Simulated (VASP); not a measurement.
# BaTiO3 (Amm2) in VASP: notebook

One crystal, BaTiO3, is run at these levels: PBEsol+D3(BJ); tasks: relaxation of cell and atoms, vibrations by finite differences.

Program: VASP 6.6.1. These are calculated values, not measurements. Logs are shortened: lines on timing, memory, paths and dates and some standing lists are left out, and cuts for length are marked.

## 1. Starting point

The structure is orthorhombic, space group Amm2 (No. 38). Conventional cell: a = 3.986 Å, b = 5.674 Å, c = 5.690 Å, α = 90.00°, β = 90.00°, γ = 90.00°. Around Ba (site symmetry mm2) lie 12 O at 2.77 to 2.92 Å. Around Ti (site symmetry mm2) lie 6 O at 1.93 to 2.09 Å. O (site symmetry mm2) is surrounded by 2 Ti at 2.00 Å. O (site symmetry m) has 2 Ti at 1.93 to 2.09 Å as nearest neighbours.

## 2. Relaxation of cell and atoms, PBEsol+D3(BJ)

INCAR

```
SYSTEM = BaTiO3
PREC = Accurate ; ENCUT = 520
EDIFF = 1E-7 ; ISMEAR = 0
SIGMA = 0.02 ; LREAL = .FALSE.
LASPH = .TRUE. ; NELM = 100
ALGO = Normal ; ISIF = 3
LWAVE = .FALSE. ; LCHARG = .FALSE.
GGA = PS ; IVDW = 12
IBRION = 2 ; NSW = 80
EDIFFG = -0.002 ; KPAR = 8
```

KPOINTS

```
regular mesh
0
G
  8 8 8
  0 0 0
```

POSCAR

```
BaTiO3
1.0
    3.9855000000      0.0000000000      0.0000000000
    0.0000000000      2.8369000000      2.8451500000
    0.0000000000     -2.8369000000      2.8451500000
Ba Ti O
1 1 3
Direct
    0.0000000000      0.0000000000      0.0000000000
    0.5000000000      0.5124000000      0.5124000000
    0.0000000000      0.4874000000      0.4874000000
    0.5000000000      0.5052400000      0.9918400000
    0.5000000000      0.9918400000      0.5052400000
```

Potentials or basis: VASP PAW PBE potentials, release 64 (Ba_sv, Ti_sv, O).

The run is started by

```
> cat potpaw_PBE.64/Ba_sv/POTCAR potpaw_PBE.64/Ti_sv/POTCAR potpaw_PBE.64/O/POTCAR > POTCAR
> mpirun -np 8 vasp_std > vasp.out
```

OUTCAR:

```text
SYSTEM = BaTiO3
   PREC = Accurate
   ENCUT = 520
   EDIFF = 1E-7
   ISMEAR = 0
   LREAL = .FALSE.
   LASPH = .TRUE.
   NELM = 100
   ISIF = 3
   GGA = PS
   IVDW = 12
   IBRION = 2
   NSW = 80
   EDIFFG = -0.002
 IVDW          = 12

 ion  position               nearest neighbor table
   1  0.000  0.000  0.000-   3 2.77   4 2.81   5 2.81   4 2.81   5 2.81   3 2.84   3 2.84   4 2.84
                             5 2.84   5 2.84   4 2.84   3 2.92   2 3.42   2 3.42   2 3.47   2 3.47
   2  0.500  0.512  0.512-   4 1.93   5 1.93   3 2.00   3 2.00   5 2.09   4 2.09   1 3.42   1 3.42
                             1 3.47   1 3.47   1 3.47   1 3.47   1 3.53   1 3.53
   3  0.000  0.487  0.487-   2 2.00   2 2.00   1 2.77   1 2.84   1 2.84   1 2.92
   4  0.500  0.505  0.992-   2 1.93   2 2.09   1 2.81   1 2.81   1 2.84   1 2.84
   5  0.500  0.992  0.505-   2 1.93   2 2.09   1 2.81   1 2.81   1 2.84   1 2.84

  LATTYP: Found a base centered orthorhombic cell.
 ALAT       =     5.6738000000
 B/A-ratio  =     1.0029081039
 C/A-ratio  =     0.7024392823

  Lattice vectors:

 A1 = (   0.0000000000,   2.8369000000,  -2.8451500000)
 A2 = (   0.0000000000,   2.8369000000,   2.8451500000)
 A3 = (   3.9855000000,   0.0000000000,   0.0000000000)

Analysis of symmetry for initial positions (statically):
=====================================================================
 Subroutine PRICEL returns:
 Original cell was already a primitive cell.

 Routine SETGRP: Setting up the symmetry group for a
 base centered orthorhombic supercell.

 Subroutine GETGRP returns: Found  4 space group operations
 (whereof  4 operations were pure point group operations)
 out of a pool of  8 trial point group operations.

The static configuration has the point symmetry C_2v.

Analysis of symmetry for dynamics (positions and initial velocities):
=====================================================================
 Subroutine PRICEL returns:
 Original cell was already a primitive cell.

 Routine SETGRP: Setting up the symmetry group for a
 base centered orthorhombic supercell.

 Subroutine GETGRP returns: Found  4 space group operations
 (whereof  4 operations were pure point group operations)
 out of a pool of  8 trial point group operations.

The dynamic configuration has the point symmetry C_2v.

 Subroutine INISYM returns: Found  4 space group operations
 (whereof  4 operations are pure point group operations),
 and found     1 'primitive' translations

----------------------------------------------------------------------------------------

                                     Primitive cell

  volume of cell :      64.3372

  direct lattice vectors                    reciprocal lattice vectors
     3.985500000  0.000000000  0.000000000     0.250909547  0.000000000  0.000000000
     0.000000000  2.836900000  2.845150000     0.000000000  0.176248722  0.175737659
     0.000000000 -2.836900000  2.845150000     0.000000000 -0.176248722  0.175737659
[... 96 lines left out ...]
   ISIF   =      3    stress and relaxation
   ISYM   =      2    0-nonsym 1-usesym 2-fastsym
   POTIM  = 0.5000    time-step for ionic-motion
   TEBEG  =    0.0;   TEEND  =   0.0 temperature during run
   PSTRESS=    0.0 pullay stress
   NELECT =      40.0000    total number of electrons
   NUPDOWN=      -1.0000    fix difference up-down
   EMIN   =  10.00;   EMAX   =-10.00  energy-range for DOS
   EFERMI =   0.00;   METHOD = LEGACY
   ISMEAR =     0;   SIGMA  =   0.02  broadening in eV -4-tet -1-fermi 0-gaus
   EFERMI_NEDOS =   21; number of points for ismear=-14 and -15
   IALGO  =     38    algorithm
   IMIX   =      4    mixing-type and parameters
     AMIX     =   0.40;   BMIX     =  1.00
     AMIX_MAG =   1.60;   BMIX_MAG =  1.00
  volume/ion in A,a.u.               =      12.87        86.83
  Fermi-wavevector in a.u.,A,eV,Ry     =   1.397250  2.640420 26.562762  1.952308
  Thomas-Fermi vector in A             =   2.520525
   LORBIT       =      0    0 simple, 1 ext, 2 COOP (PROOUT), +10 PAW based schemes
   GGA     = PS    functional components
   LHFCALC =     F    Hartree Fock is set to
   AEXX    =    0.0000 exact exchange contribution
   IVDW    =    12    specifies the selected vdW correction
   LEPSILON=     F    determine dielectric tensor
   LRPA    =     F    only Hartree local field effects (RPA)
 conjugate gradient relaxation of ions
 non-spin polarized calculation
 Gauss-broadening in eV      SIGMA  =   0.02
  energy-cutoff  :      520.00
  volume of cell :       64.34
 maximum number of plane-waves:      1761
 NGX is ok and might be reduce to    30
   NGX = 15   NGY = 15   NGZ = 15

--------------------------------------- Ionic step        1  -------------------------------------------

 number of electron      39.9999995 magnetization

 Free energy of the ion-electron system (eV)
  ---------------------------------------------------
  ext. energy  EPLUGINS =         0.00000000
  ---------------------------------------------------
  free energy    TOTEN  =       -41.97711341 eV

  energy without entropy =      -41.97711341  energy(sigma->0) =      -41.97711341

------------------------ aborting loop because EDIFF is reached ----------------------------------------

 Edisp (eV)   -1.31624

 E8    (eV) :    -0.9113
[... 114 lines left out ...]
  FREE ENERGIE OF THE ION-ELECTRON SYSTEM (eV)
  ---------------------------------------------------
  free  energy   TOTEN  =       -43.3333073170 eV

  energy  without entropy=      -43.3333073170  energy(sigma->0) =      -43.33330732

[... ionic steps 4 to 9 ...]

--------------------------------------- Ionic step       10  -------------------------------------------

 number of electron      39.9999999 magnetization

------------------------ aborting loop because EDIFF is reached ----------------------------------------
[... 81 lines left out ...]
--------------------------------------- Ionic step       12  -------------------------------------------

 number of electron      39.9999999 magnetization

 Free energy of the ion-electron system (eV)
  ---------------------------------------------------
  ext. energy  EPLUGINS =         0.00000000
  ---------------------------------------------------
  free energy    TOTEN  =       -41.98836941 eV

  energy without entropy =      -41.98836941  energy(sigma->0) =      -41.98836941

 E-fermi :   3.9729     XC(G=0): -11.6456

 val. band max:        3.8885302427   @ k =   0.5000   0.5000   0.5000
 cond. band min:       5.8597304938   @ k =   0.0000   0.0000   0.0000
 fundamental gap:      1.9712002511
 Fermi energy:         3.9728606586

 k-point     1 :       0.0000    0.0000    0.0000
  band No.  band energies     occupation
      1     -52.2373      2.00000
      2     -28.6083      2.00000
      3     -28.6047      2.00000
      4     -28.5796      2.00000
      5     -20.8332      2.00000
      6     -12.9788      2.00000
[... 637 lines left out ...]
     23       7.9315      0.00000
     24       8.9426      0.00000

 [... further k-points ...]

------------------------ aborting loop because EDIFF is reached ----------------------------------------

 Edisp (eV)   -1.35660

 E8    (eV) :    -0.9395
[... 28 lines left out ...]
  FREE ENERGIE OF THE ION-ELECTRON SYSTEM (eV)
  ---------------------------------------------------
  free  energy   TOTEN  =       -43.3449685603 eV

  energy  without entropy=      -43.3449685603  energy(sigma->0) =      -43.34496856

 reached required accuracy - stopping structural energy minimisation
```

CONTCAR:

```text
BaTiO3
   1.00000000000000
     3.9469808652793605    0.0000000000000000    0.0000000000000000
     0.0000000000000000    2.8111215617209750    2.8164679182869041
     0.0000000000000000   -2.8111215617209750    2.8164679182869041
  Ba              Ti              O
     1     1     3
Direct
     0.0000000000000000    0.0043169377643289    0.0043169377643289
     0.5000000000000000    0.5153402357059144    0.5153402357059144
     0.0000000000000000    0.4937080356621440    0.4937080356621440
     0.5000000000000000    0.4947599683945604    0.9887548224730569
     0.5000000000000000    0.9887548224730569    0.4947599683945604

  0.00000000E+00  0.00000000E+00  0.00000000E+00
  0.00000000E+00  0.00000000E+00  0.00000000E+00
  0.00000000E+00  0.00000000E+00  0.00000000E+00
  0.00000000E+00  0.00000000E+00  0.00000000E+00
  0.00000000E+00  0.00000000E+00  0.00000000E+00
```

Wall time 3.4 min (8 MPI ranks of Intel Xeon Platinum 8488C (Sapphire Rapids), shared host); peak memory 0.32 GiB.

What came out:

```
Free energy                            : -43.3450 eV
Relaxed volume                         : 12.50 Å³/atom
Relaxed cell                           : a = 3.947 Å, b = 3.979 Å, c = 3.979 Å, α = 89.89°, β = 90.00°, γ = 90.00°
Space group after relaxing (to 0.05 Å) : Amm2 (No. 38)
Energy gained by relaxing              : 10.3 meV/atom
Ionic steps                            : 12
Pressure after relaxing                : 0.0 GPa
Band gap on the k mesh                 : 1.97 eV, indirect (least direct gap 2.23 eV)
Dispersion energy per atom             : -0.271 eV
```

Step by step:
```
step  energy change (eV)  largest force (eV/Å)  pressure (GPa)  volume (Å³)
   1              0.0000                0.2765           -5.55        64.34
   2              0.0030                0.3234            7.05        60.27
   3             -0.0400                0.2020            0.22        62.29
   4             -0.0449                0.1490            0.17        62.31
   5             -0.0503                0.0672            0.07        62.36
   6             -0.0514                0.0384            0.02        62.43
   7             -0.0514                0.0382            0.02        62.43
   8             -0.0516                0.0168            0.01        62.45
   9             -0.0516                0.0097            0.00        62.47
  10             -0.0516                0.0078            0.00        62.48
  11             -0.0516                0.0062            0.01        62.48
  12             -0.0516                0.0020           -0.01        62.50
```

Final structure:
```cif
data_structure
_symmetry_space_group_name_H-M 'P 1'
_symmetry_Int_Tables_number 1
_cell_length_a 3.9470
_cell_length_b 3.9793
_cell_length_c 3.9793
_cell_angle_alpha 89.891
_cell_angle_beta 90.000
_cell_angle_gamma 90.000
_cell_volume 62.50
loop_
_atom_site_label
_atom_site_type_symbol
_atom_site_fract_x
_atom_site_fract_y
_atom_site_fract_z
_atom_site_occupancy
Ba1 Ba 0.00000 0.00432 0.00432 1
Ti1 Ti 0.50000 0.51534 0.51534 1
O1 O 0.00000 0.49371 0.49371 1
O2 O 0.50000 0.49476 0.98875 1
O3 O 0.50000 0.98875 0.49476 1
```

Levels at points of the mesh, in eV from the valence-band top:
```
           k point  band 17  band 18  band 19  band 20  band 21  band 22  band 23  band 24
(0.00, 0.00, 0.00)    -1.17    -0.33    -0.32    -0.26     1.97     2.09     2.15     4.36
(0.50, 0.00, 0.00)    -1.82    -1.73    -0.98    -0.88     2.30     3.72     3.80     4.36
(0.00, 0.50, 0.00)    -1.92    -1.80    -0.84    -0.75     2.19     3.74     3.76     4.35
(0.50, 0.50, 0.00)    -1.72    -0.90    -0.89    -0.09     3.78     3.78     4.16     5.06
(0.00, 0.50, 0.50)    -1.68    -0.89    -0.85    -0.18     3.75     3.77     4.13     5.20
(0.50, 0.50, 0.50)    -2.40    -0.09    -0.01     0.00     4.40     4.41     4.47     6.64
```

Caveat: the PAW data sets were made with another functional, which shifts forces and pressure a little; spin-orbit coupling is left out, which moves the levels of the heavy elements. A k mesh can miss the band edges.

## 3. Relaxation of cell and atoms, PBEsol+D3(BJ)

This run uses another cell than the first one, of 12.50 Å³/atom, 0.971 times its volume.

INCAR is that of step 2.

KPOINTS is that of step 2.

POSCAR

```
BaTiO3                                  
1.0
    3.9469808653      0.0000000000      0.0000000000
    0.0000000000      2.8111215617      2.8164679183
    0.0000000000     -2.8111215617      2.8164679183
  Ba              Ti              O             
     1     1     3
Direct
     0.0000000000000000    0.0043169377643289    0.0043169377643289
     0.5000000000000000    0.5153402357059144    0.5153402357059144
     0.0000000000000000    0.4937080356621440    0.4937080356621440
     0.5000000000000000    0.4947599683945604    0.9887548224730569
     0.5000000000000000    0.9887548224730569    0.4947599683945604
```

Potentials or basis: VASP PAW PBE potentials, release 64 (Ba_sv, Ti_sv, O).

The run is started by

```
> cat potpaw_PBE.64/Ba_sv/POTCAR potpaw_PBE.64/Ti_sv/POTCAR potpaw_PBE.64/O/POTCAR > POTCAR
> mpirun -np 8 vasp_std > vasp.out
```

Run time: 42 s. Hardware: 8 MPI ranks of Intel Xeon Platinum 8488C (Sapphire Rapids), shared host; peak memory 0.31 GiB.

It converged, with:

- Free energy: -43.3429 eV
- Pressure after relaxing: 0.0 GPa
- Band gap on the k mesh: 1.97 eV, indirect (least direct gap 2.23 eV)
- Dispersion energy per atom: -0.271 eV

Final structure:
```
Ba Ti O
1.0
     3.94698    0.00000    0.00000
     0.00000    2.81112    2.81647
     0.00000   -2.81112    2.81647
Ba Ti O
1 1 3
Direct
  0.00000 0.00432 0.00432
  0.50000 0.51534 0.51534
  0.00000 0.49371 0.49371
  0.50000 0.49476 0.98875
  0.50000 0.98875 0.49476
```

Levels at points of the mesh, in eV from the valence-band top:
```
           k point  band 17  band 18  band 19  band 20  band 21  band 22  band 23  band 24
(0.00, 0.00, 0.00)    -1.17    -0.33    -0.32    -0.26     1.97     2.09     2.15     4.36
(0.50, 0.00, 0.00)    -1.82    -1.73    -0.98    -0.88     2.30     3.72     3.80     4.36
(0.00, 0.50, 0.00)    -1.92    -1.80    -0.84    -0.75     2.19     3.74     3.76     4.35
(0.50, 0.50, 0.00)    -1.72    -0.90    -0.89    -0.09     3.78     3.78     4.16     5.06
(0.00, 0.50, 0.50)    -1.68    -0.89    -0.85    -0.18     3.75     3.77     4.13     5.20
(0.50, 0.50, 0.50)    -2.39    -0.09    -0.01     0.00     4.39     4.41     4.47     6.64
```

Caveat: the relaxation stopped at its first step, so nothing moved; the PAW data sets were made with another functional, which shifts forces and pressure a little; spin-orbit coupling is left out, which moves the levels of the heavy elements.

(Continued in part 2 of 2.)
